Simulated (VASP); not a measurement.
# I (Im-3m) in VASP: further runs

One crystal, I, is run at these levels: PBE; tasks: single point.

Everything below comes from runs of VASP 6.6.1. Logs are shortened: lines on timing, memory, paths and dates and some standing lists are left out, and cuts for length are marked.

## Step 1: The crystal as given

The structure is cubic, space group Im-3m (No. 229). The conventional cell has a = 4.179 Å, b = 4.179 Å, c = 4.179 Å, α = 90.00°, β = 90.00°, γ = 90.00°. Around I (site symmetry m-3m) lie 8 I at 3.62 Å.

The real solid is made of molecules; this cell is a model form.

## Step 2: Single point, PBE

INCAR

```
SYSTEM = I
PREC = Accurate
ENCUT = 520
EDIFF = 1E-6
ISMEAR = 0
SIGMA = 0.05
LREAL = .FALSE.
LASPH = .TRUE.
NELM = 100
ALGO = Normal
ISIF = 2
LWAVE = .FALSE.
LCHARG = .FALSE.
GGA = PE
NBANDS = 10
ADDGRID = .FALSE.
```

KPOINTS

```
Automatic mesh
0
G
  5 5 5
  0 0 0
```

POSCAR

```
I
1.0
   -2.1240960000      2.1667550000      2.1089740000
    2.1114880000     -2.1329730000      2.0625830000
    2.0399160000      2.0487930000     -2.0751920000
I
1
Direct
    0.0126280000     -0.0160290000     -0.0040210000
```

Potentials or basis: VASP PAW PBE potentials, release 64 (I).

Launch:

```
$ cat potpaw_PBE.64/I/POTCAR > POTCAR
$ mpirun -np 1 vasp_std > vasp.out
```

OUTCAR:

```text
SYSTEM = I
   PREC = Accurate
   ENCUT = 520
   EDIFF = 1E-6
   ISMEAR = 0
   LREAL = .FALSE.
   LASPH = .TRUE.
   NELM = 100
   ISIF = 2
   GGA = PE

 Found     63 irreducible k-points:

 Following reciprocal coordinates:
            Coordinates               Weight
  0.000000  0.000000  0.000000      1.000000
  0.200000  0.000000 -0.000000      2.000000
  0.400000  0.000000  0.000000      2.000000
 -0.000000  0.200000 -0.000000      2.000000
  0.200000  0.200000 -0.000000      2.000000
  0.400000  0.200000 -0.000000      2.000000
   k-points           NKPTS =     63   k-points in BZ     NKDIM =     63   number of bands    NBANDS=     10
   number of dos      NEDOS =    301   number of ions     NIONS =      1
   total plane-waves  NPLWV =  21952
   dimension x,y,z NGX =    28 NGY =   28 NGZ =   28
   dimension x,y,z NGXF=    56 NGYF=   56 NGZF=   56
   ions per type =               1
   NGX,Y,Z   is equivalent  to a cutoff of  12.60, 12.78, 13.08 a.u.
   NGXF,Y,Z  is equivalent  to a cutoff of  25.19, 25.56, 26.16 a.u.
 SYSTEM =  I
   PREC   = accura    normal or accurate (medium, high low for compatibility)
   ISTART =      0    job   : 0-new  1-cont  2-samecut
   ICHARG =      2    charge: 1-file 2-atom 10-const
   ISPIN  =      1    spin polarized calculation?
   LNONCOLLINEAR =      F non collinear calculations
   LSORBIT =      F    spin-orbit coupling
   LASPH  =      T    aspherical Exc in radial PAW
   ENCUT  =  520.0 eV  38.22 Ry    6.18 a.u.   6.87  6.77  6.62*2*pi/ulx,y,z
   NELM   =    100;   NELMIN=  2; NELMDL= -5     # of ELM steps
   EDIFF  = 0.1E-05   stopping-criterion for ELM
   LREAL  =      F    real-space projection
   EDIFFG = 0.1E-04   stopping-criterion for IOM
   NSW    =      0    number of steps for IOM
   IBRION =     -1    ionic relax: 0-MD 1-quasi-New 2-CG
   NFREE  =      0    steps in history (QN), initial steepest desc. (CG)
   ISIF   =      2    stress and relaxation
   ISYM   =      2    0-nonsym 1-usesym 2-fastsym
   POTIM  = 0.5000    time-step for ionic-motion
   TEBEG  =    0.0;   TEEND  =   0.0 temperature during run
   PSTRESS=    0.0 pullay stress
   NELECT =       7.0000    total number of electrons
   NUPDOWN=      -1.0000    fix difference up-down
   EMIN   =  10.00;   EMAX   =-10.00  energy-range for DOS
   EFERMI =   0.00;   METHOD = LEGACY
   ISMEAR =     0;   SIGMA  =   0.05  broadening in eV -4-tet -1-fermi 0-gaus
   EFERMI_NEDOS =   21; number of points for ismear=-14 and -15
   IALGO  =     38    algorithm
   IMIX   =      4    mixing-type and parameters
     AMIX     =   0.40;   BMIX     =  1.00
     AMIX_MAG =   1.60;   BMIX_MAG =  1.00
  volume/ion in A,a.u.               =      36.48       246.21
  Fermi-wavevector in a.u.,A,eV,Ry     =   0.944215  1.784308 12.130170  0.891542
  Thomas-Fermi vector in A             =   2.071998
   LORBIT       =      0    0 simple, 1 ext, 2 COOP (PROOUT), +10 PAW based schemes
   GGA     = PE    functional components
   LHFCALC =     F    Hartree Fock is set to
   AEXX    =    0.0000 exact exchange contribution
   IVDW    =     0    specifies the selected vdW correction
   LEPSILON=     F    determine dielectric tensor
   LRPA    =     F    only Hartree local field effects (RPA)
 non-spin polarized calculation
 Gauss-broadening in eV      SIGMA  =   0.05
  energy-cutoff  :      520.00
  volume of cell :       36.48
 maximum number of plane-waves:       997
   NGX = 13   NGY = 13   NGZ = 13

 number of electron       7.0000000 magnetization

 Free energy of the ion-electron system (eV)
  ---------------------------------------------------
  ext. energy  EPLUGINS =         0.00000000
  ---------------------------------------------------
  free energy    TOTEN  =        -1.13379135 eV

  energy without entropy =       -1.13009305  energy(sigma->0) =       -1.13194220

 E-fermi :   4.1677     XC(G=0):  -8.9218

 val. band max:        4.1584176919   @ k =  -0.0000   0.2000  -0.0000
 cond. band min:       4.1708963349   @ k =  -0.4000  -0.0000   0.2000
 fundamental gap:      0.0124786430
 Fermi energy:         4.1677418616

 k-point     1 :       0.0000    0.0000    0.0000
  band No.  band energies     occupation
      1      -9.1998      2.00000
      2       4.7391      0.00000
      3       4.8916      0.00000
      4       5.0020      0.00000
      5      10.9109      0.00000
      6      13.6043      0.00000
      7      13.7483      0.00000
      8      14.1833      0.00000
      9      16.0498      0.00000
     10      16.2711      0.00000

 k-point     2 :       0.2000    0.0000   -0.0000
  band No.  band energies     occupation
      1      -8.8199      2.00000
      2       2.7026      2.00000
      3       4.2683      0.00445
      4       4.8440      0.00000
      5      11.5110      0.00000
      6      12.5808      0.00000
      7      13.8957      0.00000
      8      15.4527      0.00000
      9      15.7239      0.00000
     10      15.8266      0.00000

 k-point     3 :       0.4000    0.0000    0.0000
  band No.  band energies     occupation
      1      -8.0486      2.00000
      2       0.1922      2.00000
      3       3.5236      2.00000
      4       4.6781      0.00000
      5      10.1589      0.00000
      6      11.5388      0.00000
      7      16.2251      0.00000
      8      16.3669      0.00000
      9      18.0633      0.00000
     10      19.1025      0.00000

 k-point     4 :      -0.0000    0.2000   -0.0000
  band No.  band energies     occupation
      1      -8.7976      2.00000
      2       2.7566      2.00000
      3       4.1584      1.20801
      4       4.7976      0.00000
      5      11.4776      0.00000
      6      12.4956      0.00000
      7      13.9658      0.00000
      8      15.2688      0.00000
      9      15.6943      0.00000
     10      15.8103      0.00000

 k-point     5 :       0.2000    0.2000   -0.0000
  band No.  band energies     occupation
      1      -8.1797      2.00000
      2       0.9572      2.00000
      3       3.0756      2.00000
      4       4.4397      0.00000
      5      11.4715      0.00000
      6      12.1755      0.00000
      7      14.2550      0.00000
      8      15.3673      0.00000
      9      17.8631      0.00000
     10      18.8883      0.00000

 k-point     6 :       0.4000    0.2000   -0.0000
  band No.  band energies     occupation
      1      -7.7687      2.00000
      2       0.2098      2.00000
      3       2.1168      2.00000
      4       4.2608      0.00847
      5      11.1757      0.00000
      6      12.6380      0.00000
      7      15.2894      0.00000
      8      16.0267      0.00000
      9      18.9493      0.00000
     10      20.0190      0.00000

 [... further k-points ...]

------------------------ aborting loop because EDIFF is reached ----------------------------------------

  FORCE on cell =-STRESS in cart. coord.  units (eV):
  Direction    XX          YY          ZZ          XY          YZ          ZX
  --------------------------------------------------------------------------------------
  -------------------------------------------------------------------------------------
  Total       -0.2349409     -0.1935348     -0.1834570     -0.8333422      0.3814964     -0.0750019
  in kB      -10.3171475     -8.4988468     -8.0562950    -36.5952217     16.7529579     -3.2936203
  external PRESSURE =      -8.9574298 kB  Pullay stress =       0.0000000 kB

 VOLUME and BASIS-vectors are now :
 -----------------------------------------------------------------------------
  energy-cutoff  :      520.00
  volume of cell :       36.48
      direct lattice vectors                 reciprocal lattice vectors
    -2.124096000  2.166755000  2.108974000     0.005496097  0.235420953  0.237828778
     2.111488000 -2.132973000  2.062583000     0.241671392  0.002899229  0.240425590
     2.039916000  2.048793000 -2.075192000     0.245788549  0.242134979 -0.001217987

 POSITION                                       TOTAL-FORCE (eV/Angst)
 -----------------------------------------------------------------------------------
      4.08253     -0.03087     -0.01069         0.000000     -0.000000     -0.000000
 -----------------------------------------------------------------------------------
    total drift:                                0.000000      0.000000      0.000001

  FREE ENERGIE OF THE ION-ELECTRON SYSTEM (eV)
  ---------------------------------------------------
  free  energy   TOTEN  =        -1.1337913452 eV

  energy  without entropy=       -1.1300930480  energy(sigma->0) =       -1.13194220
```

stdout:

```text
POSCAR found type information on POSCAR I
 POSCAR found :  1 types and       1 ions
 scaLAPACK will be used
 LDA part: xc-table for (Slater+PW92), standard interpolation
 POSCAR, INCAR and KPOINTS ok, starting setup
 FFT: planning ... GRIDC
 FFT: planning ... GRID_SOFT
 FFT: planning ... GRID
 WAVECAR not read
 entering main loop
```

Run time: 11 s. Hardware: 1 thread of Intel Xeon Platinum 8488C (Sapphire Rapids), shared host; peak memory 0.16 GiB.

The run converged, but some of its settings lie outside the range that counts as converged, so its numbers aren't taken as properties of the crystal.

What came out:

```
Free energy            : -1.1338 eV
Pressure               : -0.9 GPa
Band gap on the k mesh : none (metal or under the smearing width)
```

Caveat: the k mesh is coarse (spacing up to 0.43 Å⁻¹), so the values aren't converged; an odd number of electrons without spin polarisation forces a metal; a magnetic or distorted state may lie lower.

## Step 3: Single point, PBE

This run uses another cell than the first one, of the same volume but with other edges.

INCAR: that of step 2 with these lines changed.

```diff
@@ -2,3 +2,3 @@
 PREC = Accurate
-ENCUT = 520
+ENCUT = 220
 EDIFF = 1E-6
```

KPOINTS

```
Automatic mesh
0
G
  8 8 8
  0 0 0
```

POSCAR

```
I
1.0
   -2.0893754423      2.0893754423      2.0893754423
    2.0893754423     -2.0893754423      2.0893754423
    2.0893754423      2.0893754423     -2.0893754423
I
1
Direct
    0.0000000000      0.0000000000      0.0000000000
```

Potentials or basis: VASP PAW PBE potentials, release 64 (I).

Launch:

```
$ cat potpaw_PBE.64/I/POTCAR > POTCAR
$ mpirun -np 1 vasp_std > vasp.out
```

Run time: 2.7 s. Hardware: 1 thread of Intel Xeon Platinum 8488C (Sapphire Rapids), shared host; peak memory 0.11 GiB.

The run converged, but some of its settings lie outside the range that counts as converged, so its numbers aren't taken as properties of the crystal.

Results:

- Free energy: -1.0415 eV
- Pressure: -0.2 GPa
- Band gap on the k mesh: none (metal or under the smearing width)

Caveat: an odd number of electrons without spin polarisation forces a metal; a magnetic or distorted state may lie lower.

## Step 4: The reference run

An earlier run on the cell as given: functional PBE; potentials or basis VASP PAW PBE potentials, release 64 (I); cutoff 520 eV; k mesh 9 × 9 × 9; occupations fermi-dirac, width 0.05 eV; no spin polarisation.

* Pressure: -0.2 GPa
* Band gap on the k mesh: none (metal or under the smearing width)
